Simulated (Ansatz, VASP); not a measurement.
# TiAl in VASP and in Ansatz

```
CELL_PARAMETERS angstrom
2.76892 0.00000 0.00000
0.00000 2.76892 0.00000
0.00000 0.00000 3.99807
ATOMIC_POSITIONS crystal
Ti 0.50000 0.50000 0.50000
Al 0.00000 0.00000 0.00000
```

Alike in both runs: functional LDA; k mesh 12 × 12 × 12; occupations fermi-dirac, width 0.15 eV; no spin polarisation.

Ansatz relaxed the structure, and its values are those at the end. VASP's run is a single point on that final structure, the one shown.

```csv
,VASP,Ansatz
version,VASP 6.6.1,Ansatz 0.2.0
potentials or method,"VASP PAW LDA potentials, release 64 (Ti_sv, Al)","scalar-relativistic, plane waves, PAW"
plane-wave cutoff (eV),520,420
valence electrons in the cell,15,15
```

```csv
,VASP,Ansatz,Ansatz less VASP
gap on the k mesh at the Fermi level (eV),none,none,-
pressure (GPa),0.2,0.0,-0.16
```

A gap of «none» marks a metal or a gap that the smearing closes. Ansatz warned: «pseudo_functional_mismatch».
